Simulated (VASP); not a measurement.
A run of VASP 6.6.1:

The input POSCAR:

```
GaN
1.0
    3.1890000000      0.0000000000      0.0000000000
   -1.5945000000      2.7617550127      0.0000000000
    0.0000000000      0.0000000000      5.1850000000
Ga N
2 2
Direct
    0.0000000000      0.0000000000      0.0000000000
    0.3333333333      0.6666666667      0.5000000000
    0.3333333333      0.6666666667      0.1240000000
    0.0000000000      0.0000000000      0.6240000000
```

Contents of INCAR.step1:

```
SYSTEM = GaN
PREC     = Accurate       ! precision mode
ENCUT    = 520            ! plane-wave cutoff, eV
EDIFF    = 1E-5           ! SCF threshold, eV
ISMEAR   = 0              ! smearing method
SIGMA    = 0.02           ! smearing width, eV
LREAL    = .FALSE.        ! projectors in reciprocal space
LASPH    = .TRUE.         ! aspherical terms in the spheres
NELM     = 60             ! most SCF steps
ALGO     = Normal         ! electronic algorithm
ISIF     = 2              ! what is computed and relaxed
LWAVE    = .TRUE.         ! write WAVECAR
GGA      = PE             ! functional
```

INCAR.step2

```
SYSTEM = GaN
PREC     = Accurate       ! precision mode
ENCUT    = 520            ! plane-wave cutoff, eV
EDIFF    = 1E-6           ! SCF threshold, eV
ISMEAR   = 0              ! smearing method
SIGMA    = 0.02           ! smearing width, eV
LREAL    = .FALSE.        ! projectors in reciprocal space
LASPH    = .TRUE.         ! aspherical terms in the spheres
NELM     = 60             ! most SCF steps
ALGO     = Normal         ! electronic algorithm
ISIF     = 2              ! what is computed and relaxed
LWAVE    = .FALSE.        ! write WAVECAR
LCHARG   = .TRUE.         ! write CHGCAR
GGA      = PE             ! functional
LHFCALC  = .TRUE.         ! exact exchange
HFSCREEN = 0.2            ! screening, 1/A
PRECFOCK = Normal       
LELF     = .TRUE.         ! ELF
LVHAR    = .TRUE.       
ISTART   = 1
```

The input KPOINTS:

```
regular mesh
0
G
  4 4 3
  0 0 0
```

Potentials or basis: VASP PAW PBE potentials, release 64 (Ga_d, N).

The run is started by

```bash
$ cat potpaw_PBE.64/Ga_d/POTCAR potpaw_PBE.64/N/POTCAR > POTCAR
$ cp INCAR.step1 INCAR
$ mpirun -np 1 vasp_std > vasp.out
$ cp INCAR.step2 INCAR
$ mpirun -np 1 vasp_std > vasp.out
```

Hardware: 1 thread of Intel(R) Xeon(R) 6975P-C (Granite Rapids) (shared host).

How long does it take, and how much memory?

Wall time 6.5 min on 1 thread of Intel(R) Xeon(R) 6975P-C (Granite Rapids) (shared host), peak memory 0.26 GiB. Counts: scf iterations 11, k points 8.
